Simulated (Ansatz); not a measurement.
Computed with DFT, RPBE, plane waves (420 eV) with PAW, scalar-relativistic in Ansatz. (PAW data from PBE, frozen cores regenerated.)

An element in the omega (AlB2-type) structure gives this curve. The cell is scaled uniformly from the relaxed one, with fractional coordinates and shape fixed. Energies are extrapolated to zero smearing, pressures are those at the given smearing. Magnetic state: spin not included.

| V (Å³/atom) | E − E₀ (meV/atom) | P (GPa) |
| --- | --- | --- |
| 13.201 | 76.7 | 15.49 |
| 13.801 | 31.1 | 9.11 |
| 14.401 | 7.0 | 4.00 |
| 15.001 | 0.0 | -0.10 |
| 15.601 | 6.8 | -3.39 |
| 16.201 | 24.8 | -6.03 |
| 16.801 | 51.6 | -8.10 |

(1) Which element is it?
A. palladium
B. molybdenum
C. silicon
D. vanadium

Results:

(1) C. Its fit is V₀ = 14.98 Å³/atom, B₀ = 92 GPa, B₀′ = 4.4.
